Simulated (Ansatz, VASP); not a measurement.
SrCl2: VASP beside Ansatz

File INCAR:

```
PREC     = Accurate       # precision mode
ENCUT    = 520            # plane-wave cutoff, eV
EDIFF    = 1E-6           # SCF threshold, eV
ISMEAR   = -1             # smearing method
SIGMA    = 0.1            # smearing width, eV
LREAL    = False          # projectors in reciprocal space
LASPH    = True           # aspherical terms in the spheres
NELM     = 60             # most SCF steps
ALGO     = Normal         # electronic algorithm
ISIF     = 2              # what is computed and relaxed
LWAVE    = False          # write WAVECAR
LCHARG   = True           # write CHGCAR
GGA      = PE             # functional
LELF     = True           # ELF
LVHAR    = True         
NBANDS   = 19             # bands
```

KPOINTS

```
regular mesh
0
Gamma
  6 6 6
```

File POSCAR:

```
SrCl2
1.0
    0.0000000000      3.5066820000      3.5066820000
    3.5066820000      0.0000000000      3.5066820000
    3.5066820000      3.5066820000      0.0000000000
Sr Cl
1 2
Direct
    0.0000000000      0.0000000000      0.0000000000
    0.2500000000      0.2500000000      0.2500000000
    0.7500000000      0.7500000000      0.7500000000
```

Input for Ansatz:

```yaml
crystal:
  lattice:
    - [0.0, 3.506682, 3.506682]
    - [3.506682, 0.0, 3.506682]
    - [3.506682, 3.506682, 0.0]
  atoms:
    - { symbol: Sr, position: [0.0, 0.0, 0.0] }
    - { symbol: Cl, position: [0.25, 0.25, 0.25] }
    - { symbol: Cl, position: [0.75, 0.75, 0.75] }
  symmetry: { tolerance: 0.0003 }
kpoints:
  mp_grid: { grid: [6, 6, 6], shift: [0, 0, 0] }
  band_path:
    path:
      - [0.0, 0.0, 0.0]
      - [0.5, 0.0, 0.5]
      - [0.625, 0.25, 0.625]
      - [0.375, 0.375, 0.75]
      - [0.0, 0.0, 0.0]
      - [0.5, 0.5, 0.5]
      - [0.5, 0.25, 0.75]
      - [0.5, 0.0, 0.5]
    npoints: 8
magnetization:
  spin_polarized: false
scf:
  occupations: { method: fermi_dirac }
  lower_state_search: "off"
  max_iter: 200
hamiltonian:
  pseudopotentials: { kind: paw }
  xc: pbe
basis:
  ecutwfc: 420
  fft_grid_basis: typed
output:
  forces: true
  stress: true
  eigenvalues: true
  bader: true
  populations: true
  elf: true
  write_potential: true
  volumetric_format: npy
  dos:
    e_range: [-12, 8]
    de: 0.05
    projected: { site_lists: { Cl: [Cl], Sr: [Sr] } }
checkpoint:
  read: saved_state
```

Alike in both runs: task single point; functional PBE; k mesh 6 × 6 × 6; no spin polarisation.

|  | VASP | Ansatz |
| --- | --- | --- |
| version | VASP 6.6.1 | Ansatz 0.2.0 |
| potentials or method | VASP PAW PBE potentials, release 64 (Sr_sv, Cl) | PAW plane waves |
| plane-wave cutoff (eV) | 520 | 420 |
| occupations | fermi-dirac, width 0.1 eV | fermi-dirac |
| valence electrons in the cell | 24 | 24 |

Ansatz gave:

```
gap on the k mesh at the Fermi level (eV) : 5.28
pressure (GPa)                            : 0.4
```

Problem. What did VASP give for the same quantities?

Solution. gap on the k mesh at the Fermi level (eV): 5.28; pressure (GPa): 0.5.

A k mesh can miss the band edges. PBE gaps usually lie below the measured ones, often by a third to a half.
